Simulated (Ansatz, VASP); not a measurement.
SrCl2: VASP beside Ansatz

POSCAR

```
SrCl2
1.0
    0.0000000000      3.4855000000      3.4855000000
    3.4855000000      0.0000000000      3.4855000000
    3.4855000000      3.4855000000      0.0000000000
Sr Cl
1 2
Direct
    0.0000000000      0.0000000000      0.0000000000
    0.2500000000      0.2500000000      0.2500000000
    0.7500000000      0.7500000000      0.7500000000
```

Contents of INCAR.step1:

```
PREC     = Accurate       # precision mode
ENCUT    = 600            # plane-wave cutoff, eV
ISMEAR   = 0              # smearing method
SIGMA    = 0.02           # smearing width, eV
LREAL    = F              # projectors in reciprocal space
LASPH    = T              # aspherical terms in the spheres
NELM     = 100            # most SCF steps
GGA      = PE             # functional
ALGO     = Normal         # electronic algorithm
EDIFF    = 1E-4           # SCF threshold, eV
LWAVE    = T              # write WAVECAR
LCHARG   = F              # write CHGCAR
```

INCAR.step2

```
PREC     = Accurate       # precision mode
ENCUT    = 600            # plane-wave cutoff, eV
EDIFF    = 1E-6           # SCF threshold, eV
ISMEAR   = 0              # smearing method
SIGMA    = 0.02           # smearing width, eV
LREAL    = F              # projectors in reciprocal space
LASPH    = T              # aspherical terms in the spheres
NELM     = 100            # most SCF steps
ALGO     = Normal         # electronic algorithm
ISIF     = 3              # what is computed and relaxed
LWAVE    = F              # write WAVECAR
LCHARG   = F              # write CHGCAR
METAGGA  = R2SCAN         # meta-GGA
LMIXTAU  = T            
IBRION   = 2              # ionic algorithm
NSW      = 100            # ionic steps
EDIFFG   = -0.005         # ionic threshold
ISTART   = 1
```

KPOINTS

```
Automatic mesh
0
Gamma
  6 6 6
```

Input for Ansatz:

```yaml
crystal:
  lattice:
    - [0.0, 3.4855, 3.4855]
    - [3.4855, 0.0, 3.4855]
    - [3.4855, 3.4855, 0.0]
  atoms:
    - { symbol: Sr, position: [0.0, 0.0, 0.0] }
    - { symbol: Cl, position: [0.25, 0.25, 0.25] }
    - { symbol: Cl, position: [0.75, 0.75, 0.75] }
basis:
  ecutwfc: 500
kpoints:
  mp_grid: { grid: [6, 6, 6] }
hamiltonian:
  xc: r2scan
scf:
  occupations: { method: gaussian, width: 0.02 }
output:
  forces: true
  stress: true
  eigenvalues: true
relax:
  adjacent_minimum: "off"
  f_tol: 0.005
  max_steps: 80
  cell: { stress_tol: 0.05 }
```

Alike in both runs: task relaxation of cell and atoms; functional r2SCAN; k mesh 6 × 6 × 6; occupations gaussian, width 0.02 eV; no spin polarisation.

```csv
,VASP,Ansatz
version,VASP 6.6.1,Ansatz 0.2.0
potentials or method,"VASP PAW PBE potentials, release 64 (Sr_sv, Cl)","scalar-relativistic, plane waves, PAW"
plane-wave cutoff (eV),600,500
valence electrons in the cell,24,24
```

Ansatz gave:

| Quantity | Value |
| --- | --- |
| gap on the k mesh at the Fermi level, each at its own relaxed structure (eV) | 5.94 |
| relaxed volume (Å³/atom) | 28.52 |
| relaxed cell length with the largest relative difference (Å) | 4.946 |

Q: What did VASP give for the same quantities?

A: gap on the k mesh at the Fermi level, each at its own relaxed structure (eV): 5.93; relaxed volume (Å³/atom): 28.57; relaxed cell length with the largest relative difference (Å): 4.949.

Caveats: the PAW data sets were made with another functional, which shifts forces and pressure a little (VASP). Zero-point motion and thermal expansion aren't in these numbers. r2SCAN opens gaps a little over a GGA but as a rule still falls short of measured ones.
